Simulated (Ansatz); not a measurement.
# Boron, simple cubic under PBE: ground state and equation of state, part 2 of 2

Aim: take boron in the simple cubic structure, relax it, solve it on a dense k-mesh, switch on spin-orbit coupling, then scale the cell to 7 volumes from 88 to 112 % of the relaxed one and try a fit of the equation of state. The k-meshes are 16×16×16 for the relaxation; 27×27×27 for the dense run; 16×16×16 for spin-orbit coupling; 19×19×19 for the volumes.

Ansatz 0.2.0; DFT, PBE, plane waves (420 eV) with PAW, scalar-relativistic.

## 6. Volume × 0.92

input.yaml

```yaml
crystal:
  lattice:
    - [1.8323086412, 0.0, 0.0]
    - [0.0, 1.8323086412, 0.0]
    - [0.0, 0.0, 1.8323086412]
  atoms:
    - { symbol: B, position: [0.0, 0.0, 0.0] }
hamiltonian:
  xc: pbe
  pseudopotentials:
    kind: paw
    azcp:
      B: "pseudopotentials/B.paw.azcp"
basis:
  ecutwfc: 420
  fft_grid_basis: typed
kpoints:
  mp_grid: { grid: [19, 19, 19], shift: [0, 0, 0] }
magnetization:
  spin_polarized: false
scf:
  occupations: { method: fermi_dirac, width: 0.1 }
  lower_state_search: "off"
output:
  stress: true
  write_density: true
  write_potential: true
  elf: true
  volumetric_format: npy
```

Started as:

```sh
$ ansatz run input.yaml --threads 1 --pin off --max-ram 3584MiB --backend cpu --events-out ev --progress --plain --runs-dir out
```

Log (excerpt; [...] marks lines left out):

```text
[...]
Pseudopotentials: kind: paw
Pseudopotential: B, paw, valence charge 3, recommended cutoff 420 eV (normal), <dir>
Functional definition: PBE
[...]
Crystal: 1 atoms, lattice volume = 6.152 Å³
Basis set: ecut = 420 eV, 123 PW (Γ)
Bands: 6, of which v1, the nominal top of the filled ones, is band 2 counted from 1 (1 counted from 0)
Symmetry: 48 space group operations
Space group: Pm-3m (ITA 221), of the structure as read, at distance tolerance 1.8e-5 Å
k-points: 220 of 6859
[...]
SCF iter   1: F=—  HF=-154.788915 eV  |F-HF|=—  |Δ(HF+E_count)|=         —  Δρ=2.92e-3  dr2=1.22e-4  ethr=1.77e-3  ⟨swp⟩=4.4  Hψ=9871  notcnv=0
[...]
SCF iter   6: F=-154.789055 eV  HF=-154.789055 eV  |F-HF|=3.41e-13  |Δ(HF+E_count)|=  7.88e-11  Δρ=9.74e-8  dr2=1.96e-13  ethr=1.62e-12  ⟨swp⟩=3.7  Hψ=4879  notcnv=0
[...]
SCF converged after 6 iterations
Free energy (F): -154.789055 eV
[...]
E sigma→0 (E₀):  -154.784688 eV
Entropy (-TS):   -0.008734 eV (-8.734 meV/atom)
Fermi energy:    11.648521 eV
[...]
--- Stress (GPa, compression-positive) ---
       23.031146       0.000000       0.000000
        0.000000      23.031146       0.000000
        0.000000       0.000000      23.031146
  P = ⅓ Tr σ = 23.0311 GPa (230.311 kbar)
--- Band table (eV; the first three rows and the last of 220) ---
  k-point 0: bands = ["-4.9867", "26.2005", "26.2005", "26.2005", "36.7493", "36.7493"]
[...]
```

It took 2.6 s on 1 thread of Intel Xeon Platinum 8259CL at 2.50GHz (Skylake/Cascade Lake), shared host; peak memory 0.46 GiB.

Density in a lattice plane of the grid's cell (edges 1.83 and 1.83 Å, at 0.000 of the third edge), which holds B.

Ten even steps from '0' (0.24 e/Å³) to '9' (0.75 e/Å³):
```
123578999888788899987532
345678999887778899987654
566788888776667788888766
888898887666566678889888
999988776555455567788999
999987665444344456678999
998877654433333445677889
988776544322222344567788
888765543322222334556788
877765443222222234456777
888765543322222334556788
988776544322222344567788
998877654433333445677889
999987665444344456678999
999988776555455567788999
888898887666566678889888
566788888776667788888766
345678999887778899987654
123578999888788899987532
012468999988888999986421
```
Columns run along the first of these edges and rows up along the second, over one cell in 24 and 20 even steps from the bottom left corner. Atoms in the plane (fractional): B at (0.00, 0.00).

ELF in the same plane.

Values, 12 rows by 12 columns:
```
0.01 0.03 0.17 0.42 0.65 0.77 0.79 0.77 0.65 0.42 0.17 0.03
0.13 0.17 0.31 0.49 0.64 0.72 0.73 0.72 0.64 0.49 0.31 0.17
0.39 0.42 0.49 0.56 0.62 0.63 0.63 0.63 0.62 0.56 0.49 0.42
0.65 0.65 0.64 0.62 0.58 0.53 0.51 0.53 0.58 0.62 0.64 0.65
0.79 0.77 0.72 0.63 0.53 0.45 0.41 0.45 0.53 0.63 0.72 0.77
0.82 0.79 0.73 0.63 0.51 0.41 0.36 0.41 0.51 0.63 0.73 0.79
0.79 0.77 0.72 0.63 0.53 0.45 0.41 0.45 0.53 0.63 0.72 0.77
0.65 0.65 0.64 0.62 0.58 0.53 0.51 0.53 0.58 0.62 0.64 0.65
0.39 0.42 0.49 0.56 0.62 0.63 0.63 0.63 0.62 0.56 0.49 0.42
0.13 0.17 0.31 0.49 0.64 0.72 0.73 0.72 0.64 0.49 0.31 0.17
0.01 0.03 0.17 0.42 0.65 0.77 0.79 0.77 0.65 0.42 0.17 0.03
0.02 0.01 0.13 0.39 0.65 0.79 0.82 0.79 0.65 0.39 0.13 0.01
```
Columns run along the first of these edges and rows up along the second, over one cell in 12 and 12 even steps from the bottom left corner. Atoms in the plane (fractional): B at (0.00, 0.00).

Both are smooth fields of the valence electrons: close to the nuclei they are not physical.

The highest ELF values outside the cores: 0.82 on the B–B line, 0.9 Å from B.

## 7. Volume × 0.96

Edit input.yaml of step 6 so:

```diff
@@ -2,5 +2,5 @@
   lattice:
-    - [1.8323086412, 0.0, 0.0]
-    - [0.0, 1.8323086412, 0.0]
-    - [0.0, 0.0, 1.8323086412]
+    - [1.8584880159, 0.0, 0.0]
+    - [0.0, 1.8584880159, 0.0]
+    - [0.0, 0.0, 1.8584880159]
   atoms:
@@ -25,5 +25 @@
   stress: true
-  write_density: true
-  write_potential: true
-  elf: true
-  volumetric_format: npy
```

Started as:

```sh
$ ansatz run input.yaml --threads 1 --pin off --max-ram 3584MiB --backend cpu --events-out ev --progress --plain --runs-dir out
```

Log (excerpt; [...] marks lines left out):

```text
[...]
[... 3 set-up lines as earlier in the session ...]
[...]
Crystal: 1 atoms, lattice volume = 6.419 Å³
Basis set: ecut = 420 eV, 123 PW (Γ)
Bands: 6, of which v1, the nominal top of the filled ones, is band 2 counted from 1 (1 counted from 0)
[... 2 set-up lines as earlier in the session ...]
k-points: 220 of 6859
[...]
SCF iter   1: F=—  HF=-154.816650 eV  |F-HF|=—  |Δ(HF+E_count)|=         —  Δρ=2.70e-3  dr2=1.28e-4  ethr=1.77e-3  ⟨swp⟩=4.4  Hψ=9858  notcnv=0
[...]
SCF iter   6: F=-154.816790 eV  HF=-154.816790 eV  |F-HF|=4.55e-13  |Δ(HF+E_count)|=  1.16e-10  Δρ=1.85e-7  dr2=1.26e-12  ethr=1.00e-12  ⟨swp⟩=1.0  Hψ=3542  notcnv=0
[...]
SCF converged after 6 iterations
Free energy (F): -154.816790 eV
[...]
E sigma→0 (E₀):  -154.812237 eV
Entropy (-TS):   -0.009107 eV (-9.107 meV/atom)
Fermi energy:    11.056366 eV
[...]
--- Stress (GPa, compression-positive) ---
       10.588116      -0.000000       0.000000
        0.000000      10.588116       0.000000
        0.000000       0.000000      10.588116
  P = ⅓ Tr σ = 10.5881 GPa (105.881 kbar)
```

Wall time 1.6 s (1 thread of Intel Xeon Platinum 8259CL at 2.50GHz (Skylake/Cascade Lake), shared host); peak memory 0.44 GiB.

## 8. Volume × 1.0

Edit input.yaml of step 7 so:

```diff
@@ -2,5 +2,5 @@
   lattice:
-    - [1.8584880159, 0.0, 0.0]
-    - [0.0, 1.8584880159, 0.0]
-    - [0.0, 0.0, 1.8584880159]
+    - [1.8839499199, 0.0, 0.0]
+    - [0.0, 1.8839499199, 0.0]
+    - [0.0, 0.0, 1.8839499199]
   atoms:
```

Started as:

```sh
$ ansatz run input.yaml --threads 1 --pin off --max-ram 3584MiB --backend cpu --events-out ev --progress --plain --runs-dir out
```

Log (excerpt; [...] marks lines left out):

```text
[...]
[... 3 set-up lines as earlier in the session ...]
[...]
Crystal: 1 atoms, lattice volume = 6.687 Å³
Basis set: ecut = 420 eV, 123 PW (Γ)
Bands: 6, of which v1, the nominal top of the filled ones, is band 2 counted from 1 (1 counted from 0)
[... 2 set-up lines as earlier in the session ...]
k-points: 220 of 6859
[...]
SCF iter   1: F=—  HF=-154.825446 eV  |F-HF|=—  |Δ(HF+E_count)|=         —  Δρ=2.53e-3  dr2=1.35e-4  ethr=1.77e-3  ⟨swp⟩=4.3  Hψ=9824  notcnv=0
[...]
SCF iter   6: F=-154.825574 eV  HF=-154.825574 eV  |F-HF|=7.96e-13  |Δ(HF+E_count)|=  8.05e-11  Δρ=1.05e-7  dr2=1.24e-13  ethr=1.28e-12  ⟨swp⟩=1.0  Hψ=3582  notcnv=0
[...]
SCF converged after 6 iterations
Free energy (F): -154.825574 eV
[...]
E sigma→0 (E₀):  -154.820841 eV
Entropy (-TS):   -0.009467 eV (-9.467 meV/atom)
Fermi energy:    10.505020 eV
[...]
--- Stress (GPa, compression-positive) ---
        0.239972       0.000000       0.000000
        0.000000       0.239972       0.000000
       -0.000000       0.000000       0.239972
  P = ⅓ Tr σ = 0.2400 GPa (2.400 kbar)
```

It took 1.5 s on 1 thread of Intel Xeon Platinum 8259CL at 2.50GHz (Skylake/Cascade Lake), shared host; peak memory 0.44 GiB.

## 9. Volume × 1.04

Edit input.yaml of step 8 so:

```diff
@@ -2,5 +2,5 @@
   lattice:
-    - [1.8839499199, 0.0, 0.0]
-    - [0.0, 1.8839499199, 0.0]
-    - [0.0, 0.0, 1.8839499199]
+    - [1.9087415777, 0.0, 0.0]
+    - [0.0, 1.9087415777, 0.0]
+    - [0.0, 0.0, 1.9087415777]
   atoms:
```

Started as:

```sh
$ ansatz run input.yaml --threads 1 --pin off --max-ram 3584MiB --backend cpu --events-out ev --progress --plain --runs-dir out
```

Log (excerpt; [...] marks lines left out):

```text
[...]
[... 3 set-up lines as earlier in the session ...]
[...]
Crystal: 1 atoms, lattice volume = 6.954 Å³
Basis set: ecut = 420 eV, 147 PW (Γ)
Bands: 6, of which v1, the nominal top of the filled ones, is band 2 counted from 1 (1 counted from 0)
[... 2 set-up lines as earlier in the session ...]
k-points: 220 of 6859
[...]
SCF iter   1: F=—  HF=-154.818462 eV  |F-HF|=—  |Δ(HF+E_count)|=         —  Δρ=2.36e-3  dr2=1.32e-4  ethr=1.77e-3  ⟨swp⟩=4.4  Hψ=9851  notcnv=0
[...]
SCF iter   6: F=-154.818572 eV  HF=-154.818572 eV  |F-HF|=2.56e-13  |Δ(HF+E_count)|=  6.25e-12  Δρ=2.14e-7  dr2=2.20e-12  ethr=4.62e-12  ⟨swp⟩=1.0  Hψ=3367  notcnv=0
[...]
SCF converged after 6 iterations
Free energy (F): -154.818572 eV
[...]
E sigma→0 (E₀):  -154.813662 eV
Entropy (-TS):   -0.009820 eV (-9.820 meV/atom)
Fermi energy:    9.990482 eV
[...]
--- Stress (GPa, compression-positive) ---
       -8.352064       0.000000      -0.000000
        0.000000      -8.352064       0.000000
       -0.000000       0.000000      -8.352064
  P = ⅓ Tr σ = -8.3521 GPa (-83.521 kbar)
```

Run time: 2 s. Hardware: 1 thread of Intel Xeon Platinum 8259CL at 2.50GHz (Skylake/Cascade Lake), shared host; peak memory 0.43 GiB.

## 10. Volume × 1.08

Edit input.yaml of step 9 so:

```diff
@@ -2,5 +2,5 @@
   lattice:
-    - [1.9087415777, 0.0, 0.0]
-    - [0.0, 1.9087415777, 0.0]
-    - [0.0, 0.0, 1.9087415777]
+    - [1.9329054287, 0.0, 0.0]
+    - [0.0, 1.9329054287, 0.0]
+    - [0.0, 0.0, 1.9329054287]
   atoms:
```

Started as:

```sh
$ ansatz run input.yaml --threads 1 --pin off --max-ram 3584MiB --backend cpu --events-out ev --progress --plain --runs-dir out
```

Log (excerpt; [...] marks lines left out):

```text
[...]
[... 3 set-up lines as earlier in the session ...]
[...]
Crystal: 1 atoms, lattice volume = 7.222 Å³
Basis set: ecut = 420 eV, 147 PW (Γ)
Bands: 6, of which v1, the nominal top of the filled ones, is band 2 counted from 1 (1 counted from 0)
[... 2 set-up lines as earlier in the session ...]
k-points: 220 of 6859
[...]
SCF iter   1: F=—  HF=-154.798410 eV  |F-HF|=—  |Δ(HF+E_count)|=         —  Δρ=2.16e-3  dr2=1.17e-4  ethr=1.77e-3  ⟨swp⟩=4.4  Hψ=9907  notcnv=0
[...]
SCF iter   6: F=-154.798502 eV  HF=-154.798502 eV  |F-HF|=4.69e-12  |Δ(HF+E_count)|=  8.96e-11  Δρ=4.90e-7  dr2=1.41e-11  ethr=1.31e-11  ⟨swp⟩=1.0  Hψ=3291  notcnv=0
[...]
SCF converged after 6 iterations
Free energy (F): -154.798502 eV
[...]
E sigma→0 (E₀):  -154.793425 eV
Entropy (-TS):   -0.010154 eV (-10.154 meV/atom)
Fermi energy:    9.509179 eV
[...]
--- Stress (GPa, compression-positive) ---
      -15.474701      -0.000000       0.000000
        0.000000     -15.474701       0.000000
       -0.000000       0.000000     -15.474701
  P = ⅓ Tr σ = -15.4747 GPa (-154.747 kbar)
```

Wall time 2.1 s (1 thread of Intel Xeon Platinum 8259CL at 2.50GHz (Skylake/Cascade Lake), shared host); peak memory 0.44 GiB.

## 11. Volume × 1.12

Edit input.yaml of step 10 so:

```diff
@@ -2,5 +2,5 @@
   lattice:
-    - [1.9329054287, 0.0, 0.0]
-    - [0.0, 1.9329054287, 0.0]
-    - [0.0, 0.0, 1.9329054287]
+    - [1.9564797694, 0.0, 0.0]
+    - [0.0, 1.9564797694, 0.0]
+    - [0.0, 0.0, 1.9564797694]
   atoms:
```

Started as:

```sh
$ ansatz run input.yaml --threads 1 --pin off --max-ram 3584MiB --backend cpu --events-out ev --progress --plain --runs-dir out
```

Log (excerpt; [...] marks lines left out):

```text
[...]
[... 3 set-up lines as earlier in the session ...]
[...]
Crystal: 1 atoms, lattice volume = 7.489 Å³
Basis set: ecut = 420 eV, 147 PW (Γ)
Bands: 6, of which v1, the nominal top of the filled ones, is band 2 counted from 1 (1 counted from 0)
[... 1 set-up line as earlier in the session ...]
Space group: Pm-3m (ITA 221), of the structure as read, at distance tolerance 2.0e-5 Å
k-points: 220 of 6859
[...]
SCF iter   1: F=—  HF=-154.767506 eV  |F-HF|=—  |Δ(HF+E_count)|=         —  Δρ=1.97e-3  dr2=1.01e-4  ethr=1.77e-3  ⟨swp⟩=4.4  Hψ=9885  notcnv=0
[...]
SCF iter   6: F=-154.767578 eV  HF=-154.767578 eV  |F-HF|=1.13e-11  |Δ(HF+E_count)|=  1.52e-10  Δρ=7.12e-7  dr2=3.21e-11  ethr=2.17e-11  ⟨swp⟩=1.0  Hψ=3282  notcnv=0
[...]
SCF converged after 6 iterations
Free energy (F): -154.767578 eV
[...]
E sigma→0 (E₀):  -154.762344 eV
Entropy (-TS):   -0.010468 eV (-10.468 meV/atom)
Fermi energy:    9.058018 eV
[...]
--- Stress (GPa, compression-positive) ---
      -21.381822       0.000000      -0.000000
        0.000000     -21.381822       0.000000
        0.000000       0.000000     -21.381822
  P = ⅓ Tr σ = -21.3818 GPa (-213.818 kbar)
```

Wall time 1.7 s (1 thread of Intel Xeon Platinum 8259CL at 2.50GHz (Skylake/Cascade Lake), shared host); peak memory 0.44 GiB.

## 12. Fitting the volumes

All volumes keep the relaxed shape and fractional coordinates.

```tsv
V (Å³/atom)	E − E₀ (meV/atom)	P from the stress (GPa)	P from the fit (GPa)
5.884	86.5	38.06	37.97
6.152	36.1	23.03	22.91
6.419	8.6	10.59	10.46
6.687	0.0	0.24	0.14
6.954	7.2	-8.35	-8.44
7.222	27.4	-15.47	-15.57
7.489	58.5	-21.38	-21.51
```

Fit (Birch-Murnaghan, third order): V₀ = 6.691 Å³/atom, B₀ = 234 GPa, B₀′ = 3.6, largest residual 0.02 meV/atom.

Fit and stress differ a little: one follows E(σ → 0), the other the smeared free energy.

## 13. Results

What follows sums up all 2 parts.

| quantity | value |
| --- | --- |
| space group (spins left aside) | Pm-3m (No. 221) |
| conventional cell | a = 1.884 Å |
| volume | 6.687 Å³/atom |
| shortest distance | 1.884 Å |
| gap on the mesh | none (levels filled in part) |
| relative to alpha-rhombohedral (B12) | +1095 meV/atom |
| V₀, B₀, B₀′ | 6.691 Å³/atom, 234 GPa, 3.6 |

What this shows: The relaxation shrank the cell by 5.5 % in volume. Against the reference form of boron (alpha-rhombohedral (B12), computed apart with the same settings) it stands 1095 meV/atom higher, so it is far from stable. Levels at the Fermi energy are filled in part, as in a metal. The total energy of the spin-orbit run (on a coarser mesh) lies -9 meV/atom from the scalar one; mesh and treatment of the core enter this figure, so it is no spin-orbit energy. The fitted modulus is 234 GPa. Relaxation kept the symmetry; phonons were not checked.
